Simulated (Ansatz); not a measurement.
# TiNi: the cost of one run

Computed with Ansatz 0.2.0 through its Python package. Level of theory: DFT PBEsol, plane waves, PAW.

### 1 The system

The structure is cubic, space group Pm-3m (No. 221). The conventional cell has a = 2.988 Å, b = 2.988 Å, c = 2.988 Å, α = 90.00°, β = 90.00°, γ = 90.00°. Ti (site symmetry m-3m) has 8 Ni at 2.59 Å as nearest neighbours. Around Ni (site symmetry m-3m) lie 8 Ti at 2.59 Å.

No structure file is read: the coordinates are typed or built in the script.

### 2 Script

File tini.py:

```python
"""Convergence of TiNi with the plane-wave cutoff."""

import csv

import ansatz

lattice = ansatz.Lattice.of(
    (2.988066, 0.0, 0.0),
    (0.0, 2.988066, 0.0),
    (0.0, 0.0, 2.988066),
)
sites = [
    ("Ti", (0.5, 0.5, 0.5)),
    ("Ni", (0.0, 0.0, 0.0)),
]
cell = ansatz.Crystal(lattice=lattice)
for symbol, position in sites:
    cell = cell.atom(symbol, position)
cell = cell.moments(Ni=1.5)

job = (
    cell.calculation()
    .functional("PBEsol")
    .kpoints(7)
    .occupations("Marzari-Vanderbilt", width=150 * ansatz.meV)
    .spin("collinear")
    .forces()
    .stress()
)

rows = []
for value in [250, 300, 350, 400, 450]:
    summary = job.basis(value).run(threads=1).report
    rows.append((value, summary["free_energy_ev"] / len(summary["lattice"]["sites"]), summary["n_iterations"], sum(summary["stress_gpa"][i][i] for i in range(3)) / 3, max(abs(f) for row in summary["forces_ev_ang"] for f in row), summary["magnetization_mub"], summary["n_pw"]))

with open("ecut.csv", "w", newline="") as handle:
    writer = csv.writer(handle)
    writer.writerow(["cutoff (eV)", "F/atom (eV)", "iterations", "P (GPa)", "max component (eV/A)", "moment (muB)", "plane waves"])
    writer.writerows([round(v, 5) if isinstance(v, float) else v for v in row] for row in rows)

# the last row is the reference
for row in rows[:-1]:
    shift = 1000 * (row[1] - rows[-1][1])
    print(f"{row[0]}: {shift:+.2f} meV/atom" + ("  (within 1 meV)" if abs(shift) < 1 else ""))
```

### 3 What the engine is handed

The package turns the script's settings into the engine's input (first run):

```yaml
crystal:
  lattice:
    - [2.988066, 0.0, 0.0]
    - [0.0, 2.988066, 0.0]
    - [0.0, 0.0, 2.988066]
  atoms:
    - { symbol: Ti, position: [0.5, 0.5, 0.5] }
    - { symbol: Ni, position: [0.0, 0.0, 0.0] }
basis:
  ecutwfc: 250.0
kpoints:
  mp_grid:
    grid: [7, 7, 7]
hamiltonian:
  xc: pbesol
magnetization:
  spin_polarized: true
  per_species:
    Ni: 1.5
scf:
  occupations:
    method: cold
    width: 0.15
output:
  forces: true
  stress: true
```

### 4 Launch

Run with:

```console
$ python tini.py
```

What time and memory should one allow on 1 thread of Arm Neoverse N1, shared host?

About 23 s, with a peak of 0.39 GiB.
